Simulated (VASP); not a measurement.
# NaH (Fm-3m) in VASP: notebook

Runs on NaH. Level: PBE. Tasks: single point.

Everything below comes from runs of VASP 6.6.1. Logs are shortened: lines on timing, memory, paths and dates and some standing lists are left out, and cuts for length are marked.

**1. The cell of the first run**

Symmetry: Fm-3m, No. 225, cubic system. Conventional cell: a = 4.912 Å, b = 4.912 Å, c = 4.912 Å, α = 90.00°, β = 90.00°, γ = 90.00°. Around Na (site symmetry m-3m) lie 6 H at 2.46 Å. H (site symmetry m-3m) is surrounded by 6 Na at 2.46 Å.

**2. Single point, PBE (volume scaled by 1.02)**

Input file INCAR:

```
ALGO     = Normal         # electronic algorithm
EDIFF    = 1E-6           # SCF threshold, eV
ENCUT    = 520            # plane-wave cutoff, eV
GGA      = PE             # functional
ISIF     = 2              # what is computed and relaxed
ISMEAR   = -1             # smearing method
LASPH    = True           # aspherical terms in the spheres
LCHARG   = True           # write CHGCAR
LELF     = True           # ELF
LREAL    = False          # projectors in reciprocal space
LVHAR    = True         
LWAVE    = False          # write WAVECAR
NBANDS   = 11             # bands
NELM     = 100            # most SCF steps
PREC     = Accurate       # precision mode
SIGMA    = 0.05           # smearing width, eV
```

Input file KPOINTS:

```
k-points
0
Gamma
  9 9 9
```

Input file POSCAR:

```
NaH
1.0
    0.0000000000      2.4561594113      2.4561594113
    2.4561594113      0.0000000000      2.4561594113
    2.4561594113      2.4561594113      0.0000000000
Na H
1 1
Direct
    0.0000000000      0.0000000000      0.0000000000
    0.5000000000      0.5000000000      0.5000000000
```

Potentials or basis: VASP PAW PBE potentials, release 64 (Na_pv, H).

Started as:

```sh
cat potpaw_PBE.64/Na_pv/POTCAR potpaw_PBE.64/H/POTCAR > POTCAR
mpirun -np 1 vasp_std > vasp.out
```

OUTCAR:

```text
EDIFF = 1E-6
   ENCUT = 520
   GGA = PE
   ISIF = 2
   ISMEAR = -1
   LASPH = True
   LREAL = False
   NELM = 100
   PREC = Accurate

 ion  position               nearest neighbor table
   1  0.000  0.000  0.000-
   2  0.500  0.500  0.500-

  LATTYP: Found a face centered cubic cell.
 ALAT       =     4.9123188226

  Lattice vectors:

 A1 = (   0.0000000000,   2.4561594113,   2.4561594113)
 A2 = (   2.4561594113,   0.0000000000,   2.4561594113)
 A3 = (   2.4561594113,   2.4561594113,   0.0000000000)

Analysis of symmetry for initial positions (statically):
=====================================================================
 Subroutine PRICEL returns:
 Original cell was already a primitive cell.

 Routine SETGRP: Setting up the symmetry group for a
 face centered cubic supercell.

 Subroutine GETGRP returns: Found 48 space group operations
 (whereof 48 operations were pure point group operations)
 out of a pool of 48 trial point group operations.

The static configuration has the point symmetry O_h .

Analysis of symmetry for dynamics (positions and initial velocities):
=====================================================================
 Subroutine PRICEL returns:
 Original cell was already a primitive cell.

 Routine SETGRP: Setting up the symmetry group for a
 face centered cubic supercell.

 Subroutine GETGRP returns: Found 48 space group operations
 (whereof 48 operations were pure point group operations)
 out of a pool of 48 trial point group operations.

The dynamic configuration has the point symmetry O_h .

 Subroutine INISYM returns: Found 48 space group operations
 (whereof 48 operations are pure point group operations),
 and found     1 'primitive' translations

----------------------------------------------------------------------------------------

                                     Primitive cell

  volume of cell :      29.6346

  direct lattice vectors                    reciprocal lattice vectors
     0.000000000  2.456159411  2.456159411    -0.203569849  0.203569849  0.203569849
     2.456159411  0.000000000  2.456159411     0.203569849 -0.203569849  0.203569849
     2.456159411  2.456159411  0.000000000     0.203569849  0.203569849 -0.203569849

  length of vectors
     3.473533951  3.473533951  3.473533951     0.352593321  0.352593321  0.352593321

  position of ions in fractional coordinates (direct lattice)
     0.000000000  0.000000000  0.000000000
     0.500000000  0.500000000  0.500000000

  ion indices of the primitive-cell ions
   primitive index   ion index
                 1           1
                 2           2

----------------------------------------------------------------------------------------

 KPOINTS: k-points

Automatic generation of k-mesh.
 Grid dimensions read from file:
 generate k-points for:    9    9    9

 Generating k-lattice:

  Cartesian coordinates                     Fractional coordinates (reciprocal lattice)
    -0.022618872  0.022618872  0.022618872     0.111111111  0.000000000  0.000000000
     0.022618872 -0.022618872  0.022618872     0.000000000  0.111111111  0.000000000
     0.022618872  0.022618872 -0.022618872     0.000000000  0.000000000  0.111111111

  Length of vectors
     0.039177036  0.039177036  0.039177036

  Shift w.r.t. Gamma in fractional coordinates (k-lattice)
     0.000000000  0.000000000  0.000000000

 Subroutine IBZKPT returns following result:
 ===========================================

 Found     35 irreducible k-points:

 Following reciprocal coordinates:
            Coordinates               Weight
  0.000000  0.000000  0.000000      1.000000
  0.111111  0.000000  0.000000      8.000000
  0.222222  0.000000  0.000000      8.000000
  0.333333  0.000000  0.000000      8.000000
  0.444444  0.000000  0.000000      8.000000
  0.111111  0.111111  0.000000      6.000000
[... 16 lines left out ...]
 -0.333333  0.333333  0.000000     12.000000
  0.444444  0.444444  0.000000      6.000000
 [... further k-points ...]
   k-points           NKPTS =     35   k-points in BZ     NKDIM =     35   number of bands    NBANDS=     11
   number of dos      NEDOS =    301   number of ions     NIONS =      2
   total plane-waves  NPLWV =  21952
   dimension x,y,z NGX =    28 NGY =   28 NGZ =   28
   dimension x,y,z NGXF=    56 NGYF=   56 NGZF=   56
   ions per type =               1   1
   NGX,Y,Z   is equivalent  to a cutoff of  13.40, 13.40, 13.40 a.u.
   NGXF,Y,Z  is equivalent  to a cutoff of  26.80, 26.80, 26.80 a.u.
 SYSTEM =  unknown system
   PREC   = accura    normal or accurate (medium, high low for compatibility)
   ISTART =      0    job   : 0-new  1-cont  2-samecut
   ICHARG =      2    charge: 1-file 2-atom 10-const
   ISPIN  =      1    spin polarized calculation?
   LNONCOLLINEAR =      F non collinear calculations
   LSORBIT =      F    spin-orbit coupling
   LASPH  =      T    aspherical Exc in radial PAW
   ENCUT  =  520.0 eV  38.22 Ry    6.18 a.u.   6.46  6.46  6.46*2*pi/ulx,y,z
   NELM   =    100;   NELMIN=  2; NELMDL= -5     # of ELM steps
   EDIFF  = 0.1E-05   stopping-criterion for ELM
   LREAL  =      F    real-space projection
   EDIFFG = 0.1E-04   stopping-criterion for IOM
   NSW    =      0    number of steps for IOM
   IBRION =     -1    ionic relax: 0-MD 1-quasi-New 2-CG
   NFREE  =      0    steps in history (QN), initial steepest desc. (CG)
   ISIF   =      2    stress and relaxation
   ISYM   =      2    0-nonsym 1-usesym 2-fastsym
   POTIM  = 0.5000    time-step for ionic-motion
   TEBEG  =    0.0;   TEEND  =   0.0 temperature during run
   PSTRESS=    0.0 pullay stress
   NELECT =       8.0000    total number of electrons
   NUPDOWN=      -1.0000    fix difference up-down
   EMIN   =  10.00;   EMAX   =-10.00  energy-range for DOS
   EFERMI =   0.00;   METHOD = LEGACY
   ISMEAR =    -1;   SIGMA  =   0.05  broadening in eV -4-tet -1-fermi 0-gaus
   EFERMI_NEDOS =   21; number of points for ismear=-14 and -15
   IALGO  =     38    algorithm
   IMIX   =      4    mixing-type and parameters
     AMIX     =   0.40;   BMIX     =  1.00
     AMIX_MAG =   1.60;   BMIX_MAG =  1.00
  volume/ion in A,a.u.               =      14.82        99.99
  Fermi-wavevector in a.u.,A,eV,Ry     =   1.058047  1.999419 15.231224  1.119463
  Thomas-Fermi vector in A             =   2.193342
   LORBIT       =      0    0 simple, 1 ext, 2 COOP (PROOUT), +10 PAW based schemes
   GGA     = PE    functional components
   LHFCALC =     F    Hartree Fock is set to
   AEXX    =    0.0000 exact exchange contribution
   IVDW    =     0    specifies the selected vdW correction
   LEPSILON=     F    determine dielectric tensor
   LRPA    =     F    only Hartree local field effects (RPA)
 non-spin polarized calculation
  energy-cutoff  :      520.00
  volume of cell :       29.63
 maximum number of plane-waves:       821
 NGX is ok and might be reduce to    28
   NGX = 13   NGY = 13   NGZ = 13

 number of electron       8.0000008 magnetization

 Free energy of the ion-electron system (eV)
  ---------------------------------------------------
  ext. energy  EPLUGINS =         0.00000000
  ---------------------------------------------------
  free energy    TOTEN  =        -5.08306627 eV

  energy without entropy =       -5.08306627  energy(sigma->0) =       -5.08306627

 E-fermi :  -0.1596     XC(G=0):  -7.6070

 val. band max:       -1.3262504062   @ k =  -0.3333   0.4444   0.1111
 cond. band min:       2.6462689248   @ k =  -0.4444   0.1111   0.0000
 fundamental gap:      3.9725193310
 Fermi energy:        -0.1596190345

 k-point     1 :       0.0000    0.0000    0.0000
  band No.  band energies     occupation
      1     -23.4557      2.00000
      2     -23.4557      2.00000
      3     -23.4557      2.00000
      4      -4.7459      2.00000
      5       8.7289      0.00000
      6      13.9755      0.00000
      7      13.9755      0.00000
      8      13.9755      0.00000
      9      14.7165      0.00000
     10      14.7165      0.00000
     11      14.7165      0.00000

 k-point     2 :       0.1111    0.0000    0.0000
  band No.  band energies     occupation
      1     -23.4651      2.00000
      2     -23.4569      2.00000
      3     -23.4569      2.00000
      4      -4.5418      2.00000
      5       8.0832      0.00000
      6      11.6551      0.00000
      7      13.2543      0.00000
      8      13.2544      0.00000
      9      15.6168      0.00000
     10      15.6168      0.00000
     11      15.7195      0.00000

 k-point     3 :       0.2222    0.0000    0.0000
  band No.  band energies     occupation
      1     -23.4886      2.00000
      2     -23.4597      2.00000
      3     -23.4597      2.00000
      4      -3.9540      2.00000
      5       6.2715      0.00000
      6      10.1480      0.00000
      7      12.5333      0.00000
      8      12.5333      0.00000
      9      15.8754      0.00000
     10      15.8754      0.00000
     11      16.7602      0.00000

 k-point     4 :       0.3333    0.0000    0.0000
  band No.  band energies     occupation
      1     -23.5150      2.00000
      2     -23.4630      2.00000
      3     -23.4630      2.00000
      4      -3.0806      2.00000
      5       4.1672      0.00000
      6       9.4832      0.00000
      7      12.0681      0.00000
      8      12.0681      0.00000
      9      15.1208      0.00000
     10      15.1208      0.00000
     11      17.2162      0.00000
[... 239 lines left out ...]
 k-point    22 :      -0.4444    0.3333    0.0000
  band No.  band energies     occupation
      1     -23.5173      2.00000
      2     -23.4940      2.00000
      3     -23.4774      2.00000
      4      -1.4828      2.00000
      5       3.7725      0.00000
      6       5.5286      0.00000
      7       9.6317      0.00000
      8      10.1241      0.00000
      9      14.4141      0.00000
     10      19.5385      0.00000
     11      20.1394      0.00000

 k-point    23 :      -0.3333    0.3333    0.0000
  band No.  band energies     occupation
      1     -23.5077      2.00000
      2     -23.5055      2.00000
      3     -23.4732      2.00000
      4      -1.5198      2.00000
      5       4.2754      0.00000
      6       4.4875      0.00000
      7      10.1506      0.00000
      8      10.6641      0.00000
      9      16.5281      0.00000
     10      19.4215      0.00000
     11      19.7071      0.00000

 k-point    24 :       0.4444    0.4444    0.0000
  band No.  band energies     occupation
      1     -23.5244      2.00000
      2     -23.4820      2.00000
      3     -23.4820      2.00000
      4      -1.6057      2.00000
      5       3.4827      0.00000
      6       8.6629      0.00000
      7       9.1708      0.00000
      8       9.1708      0.00000
      9      10.1635      0.00000
     10      21.3049      0.00000
     11      23.2116      0.00000

 [... further k-points ...]

------------------------ aborting loop because EDIFF is reached ----------------------------------------

  FORCE on cell =-STRESS in cart. coord.  units (eV):
  Direction    XX          YY          ZZ          XY          YZ          ZX
  --------------------------------------------------------------------------------------
  -------------------------------------------------------------------------------------
  Total       -0.2006956     -0.2006956     -0.2006956      0.0000000      0.0000000      0.0000000
  in kB      -10.8504749    -10.8504749    -10.8504749      0.0000000      0.0000000      0.0000000
  external PRESSURE =     -10.8504749 kB  Pullay stress =       0.0000000 kB

 VOLUME and BASIS-vectors are now :
 -----------------------------------------------------------------------------
  energy-cutoff  :      520.00
  volume of cell :       29.63
      direct lattice vectors                 reciprocal lattice vectors
     0.000000000  2.456159411  2.456159411    -0.203569849  0.203569849  0.203569849
     2.456159411  0.000000000  2.456159411     0.203569849 -0.203569849  0.203569849
     2.456159411  2.456159411  0.000000000     0.203569849  0.203569849 -0.203569849

 POSITION                                       TOTAL-FORCE (eV/Angst)
 -----------------------------------------------------------------------------------
      0.00000      0.00000      0.00000        -0.000000     -0.000000     -0.000000
      2.45616      2.45616      2.45616         0.000000      0.000000      0.000000
 -----------------------------------------------------------------------------------
    total drift:                               -0.000000     -0.000000     -0.000000

  FREE ENERGIE OF THE ION-ELECTRON SYSTEM (eV)
  ---------------------------------------------------
  free  energy   TOTEN  =        -5.0830662671 eV

  energy  without entropy=       -5.0830662671  energy(sigma->0) =       -5.08306627
```

It took 10 s on 1 thread of Intel Xeon Platinum 8259CL at 2.50GHz (Skylake/Cascade Lake), shared host; peak memory 0.15 GiB.

What came out:

| Quantity | Value |
| --- | --- |
| Free energy | -5.0831 eV |
| Pressure | -1.1 GPa |
| Band gap on the k mesh | 3.97 eV, indirect (least direct gap 4.66 eV) |

Levels at points of the mesh, in eV from the valence-band top:
```tsv
k point	band 1	band 2	band 3	band 4	band 5	band 6	band 7	band 8
(0.00, 0.00, 0.00)	-22.13	-22.13	-22.13	-3.42	10.06	15.30	15.30	15.30
```

Caveat: an odd mesh through Γ misses points on the zone boundary, where band edges often lie.

**3. Single point, PBE (volume scaled by 1.04)**

Input file INCAR:

```
  PREC = Accurate
  ENCUT = 520
  EDIFF = 1E-6
  ISMEAR = -1
  SIGMA = 0.05
  LREAL = F
  LASPH = T
  NELM = 100
  ALGO = Normal
  ISIF = 2
  LWAVE = F
  LCHARG = F
  GGA = PE
  NBANDS = 11
```

Input file KPOINTS:

```
Automatic mesh
0
Gamma
  9 9 9
```

Input file POSCAR:

```
NaH
1.0
    0.0000000000      2.4721089453      2.4721089453
    2.4721089453      0.0000000000      2.4721089453
    2.4721089453      2.4721089453      0.0000000000
Na H
1 1
Direct
    0.0000000000      0.0000000000      0.0000000000
    0.5000000000      0.5000000000      0.5000000000
```

Potentials or basis: VASP PAW PBE potentials, release 64 (Na_pv, H).

Started as:

```sh
cat potpaw_PBE.64/Na_pv/POTCAR potpaw_PBE.64/H/POTCAR > POTCAR
mpirun -np 1 vasp_std > vasp.out
```

OUTCAR:

```text
PREC = Accurate
   ENCUT = 520
   EDIFF = 1E-6
   ISMEAR = -1
   LREAL = F
   LASPH = T
   NELM = 100
   ISIF = 2
   GGA = PE

 ion  position               nearest neighbor table
   1  0.000  0.000  0.000-
   2  0.500  0.500  0.500-

  LATTYP: Found a face centered cubic cell.
 ALAT       =     4.9442178906

  Lattice vectors:

 A1 = (   0.0000000000,   2.4721089453,   2.4721089453)
[... 518 lines left out ...]
     10      20.9611      0.00000
     11      22.8932      0.00000

 [... further k-points ...]

------------------------ aborting loop because EDIFF is reached ----------------------------------------

  FORCE on cell =-STRESS in cart. coord.  units (eV):
  Direction    XX          YY          ZZ          XY          YZ          ZX
  --------------------------------------------------------------------------------------
  -------------------------------------------------------------------------------------
  Total       -0.2728798     -0.2728798     -0.2728798     -0.0000000     -0.0000000      0.0000000
  in kB      -14.4693565    -14.4693565    -14.4693565     -0.0000000     -0.0000000      0.0000000
  external PRESSURE =     -14.4693565 kB  Pullay stress =       0.0000000 kB

 VOLUME and BASIS-vectors are now :
 -----------------------------------------------------------------------------
  energy-cutoff  :      520.00
  volume of cell :       30.22
      direct lattice vectors                 reciprocal lattice vectors
     0.000000000  2.472108945  2.472108945    -0.202256458  0.202256458  0.202256458
     2.472108945  0.000000000  2.472108945     0.202256458 -0.202256458  0.202256458
     2.472108945  2.472108945  0.000000000     0.202256458  0.202256458 -0.202256458

 POSITION                                       TOTAL-FORCE (eV/Angst)
 -----------------------------------------------------------------------------------
      0.00000      0.00000      0.00000         0.000000      0.000000      0.000000
      2.47211      2.47211      2.47211        -0.000000      0.000000     -0.000000
 -----------------------------------------------------------------------------------
    total drift:                               -0.000000     -0.000000     -0.000000

  FREE ENERGIE OF THE ION-ELECTRON SYSTEM (eV)
  ---------------------------------------------------
  free  energy   TOTEN  =        -5.0786976802 eV

  energy  without entropy=       -5.0786976802  energy(sigma->0) =       -5.07869768
```

OSZICAR:

```text
N       E                     dE             d eps       ncg     rms          rms(c)
DAV:   1     0.360028021772E+02    0.36003E+02   -0.44348E+03   776   0.710E+02
DAV:   2    -0.422951049877E+01   -0.40232E+02   -0.39693E+02   813   0.193E+02
DAV:   3    -0.549264960077E+01   -0.12631E+01   -0.12619E+01   938   0.315E+01
DAV:   4    -0.550183869625E+01   -0.91891E-02   -0.91882E-02   894   0.277E+00
DAV:   5    -0.550192854809E+01   -0.89852E-04   -0.89851E-04   887   0.279E-01    0.314E+00
DAV:   6    -0.516178506046E+01    0.34014E+00   -0.34584E-01   913   0.266E+00    0.143E+00
DAV:   7    -0.507355121379E+01    0.88234E-01   -0.32768E-01   875   0.205E+00    0.361E-01
DAV:   8    -0.507883169861E+01   -0.52805E-02   -0.10838E-02   818   0.924E-01    0.723E-02
DAV:   9    -0.507870530064E+01    0.12640E-03   -0.12894E-03   945   0.358E-01    0.227E-02
DAV:  10    -0.507869401136E+01    0.11289E-04   -0.70189E-05   855   0.514E-02    0.468E-03
DAV:  11    -0.507869794120E+01   -0.39298E-05   -0.71349E-06   895   0.117E-02    0.324E-03
DAV:  12    -0.507869768022E+01    0.26097E-06   -0.24834E-07   545   0.340E-03
   1 F= -.50786977E+01 E0= -.50786977E+01  d E =-.697876E-11
```

stdout:

```text
POSCAR found type information on POSCAR NaH
 POSCAR found :  2 types and       2 ions
 scaLAPACK will be used
 LDA part: xc-table for (Slater+PW92), standard interpolation
 POSCAR, INCAR and KPOINTS ok, starting setup
 FFT: planning ... GRIDC
 FFT: planning ... GRID_SOFT
 FFT: planning ... GRID
 WAVECAR not read
 entering main loop
```

It took 9.5 s on 1 thread of Intel Xeon Platinum 8259CL at 2.50GHz (Skylake/Cascade Lake), shared host; peak memory 0.15 GiB.

What came out:

* Free energy: -5.0787 eV
* Pressure: -1.4 GPa
* Band gap on the k mesh: 3.94 eV, indirect (least direct gap 4.61 eV)

Caveat: an odd mesh through Γ misses points on the zone boundary, where band edges often lie.
